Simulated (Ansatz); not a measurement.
An input for Ansatz 0.2.0 (ZnSe (Stilleite)):

```yaml
crystal:
  lattice:
    - [0.0, 2.8338, 2.8338]
    - [2.8338, 0.0, 2.8338]
    - [2.8338, 2.8338, 0.0]
  atoms:
    - { symbol: Zn, position: [0.0, 0.0, 0.0] }
    - { symbol: Se, position: [0.25, 0.25, 0.25] }
kpoints:
  mp_grid: { grid: [6, 6, 6] }
hamiltonian:
  xc: pbe
  pseudopotentials: { kind: paw, azcp: { folder: "./paw" } }
scf:
  occupations: { method: fixed }
dielectric: {}
```

```sh
ansatz run input.yaml --threads 3 --pin off --max-ram 92160MiB --backend cuda --events-out ev --progress --plain --runs-dir out --devices 1 --max-vram 13GiB
```

How long will it take on 1 × NVIDIA H100 80GB HBM3 (shared by 6 runs) with 3 threads of AMD EPYC 7R13 (Zen 3), shared host, and how much memory?

It took 34 s; on shared hardware allow 17 s to 68 s. Peak host memory was 1.2 GiB.

[Paths, hosts, dates, memory and timing lines, banners, echoed tables and standing remarks are left out of the program output.]

[Logs are printed without paths, hosts, clocks, repeated set-up lines and the standing remarks that a program may print on its own settings, such as how far it seeks lower states.]

[Runs of the session that timed out or met a known fault of the program may be left out.]

[Cells called generated may have been cut or substituted from an entry of the Crystallography Open Database or the Materials Project.]

[Hosts, paths, dates, database ids (printed as entryN), source tags and the programs' standing remarks are cut or masked in the printed files.]
